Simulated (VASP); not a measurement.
Here is a VASP 6.6.1 calculation.

POSCAR

```
BeTe
1.0
    0.0000000000      2.7700000000      2.7700000000
    2.7700000000      0.0000000000      2.7700000000
    2.7700000000      2.7700000000      0.0000000000
Te Be
1 1
Direct
    0.7500000000      0.7500000000      0.7500000000
    0.0000000000      0.0000000000      0.0000000000
```

Contents of INCAR.step1:

```
SYSTEM = BeTe
ALGO = Normal
EDIFF = 1E-8
EDIFFG = -0.002
ENCUT = 600
GGA = CA
IBRION = 2
ISIF = 3
ISMEAR = -1
LASPH = .True.
LCHARG = .False.
LREAL = .False.
LWAVE = .False.
NELM = 60
NSW = 40
PREC = Accurate
SIGMA = 0.05
```

The input INCAR.step2:

```
SYSTEM = BeTe
ALGO = Normal
EDIFF = 1E-8
ENCUT = 600
GGA = CA
IBRION = 6
ISIF = 3
ISMEAR = -1
LASPH = .True.
LCHARG = .False.
LREAL = .False.
LWAVE = .False.
NELM = 60
NFREE = 2
NSW = 1
POTIM = 0.015
PREC = Accurate
SIGMA = 0.05
```

File KPOINTS:

```
k-points
0
Gamma
  6 6 6
  0 0 0
```

Potentials or basis: VASP PAW LDA potentials, release 64 (Te, Be).

Run with:

```console
$ cat potpaw_LDA.64/Te/POTCAR potpaw_LDA.64/Be/POTCAR > POTCAR
$ cp INCAR.step1 INCAR
$ mpirun -np 1 vasp_std > vasp.out
$ cp CONTCAR POSCAR
$ cp INCAR.step2 INCAR
$ mpirun -np 1 vasp_std > vasp.out
```

Task: What does it give for the elastic constants C11, C12, C44?

Result: 105, 43, 53 GPa.

Task: What does it give for the Voigt bulk modulus?

Result: 64 GPa.

Task: Estimate the highest phonon frequency at Γ, LO-TO splitting left out.

Result: 481 cm⁻¹.

Final structure:
```xyz
2
Lattice="0.0000 2.7818 2.7818 2.7818 0.0000 2.7818 2.7818 2.7818 0.0000" Properties=species:S:1:pos:R:3 pbc="T T T"
Te    4.1727    4.1727    4.1727
Be    0.0000    0.0000    0.0000
```

Spin-orbit coupling is left out, which matters for the levels of Te.
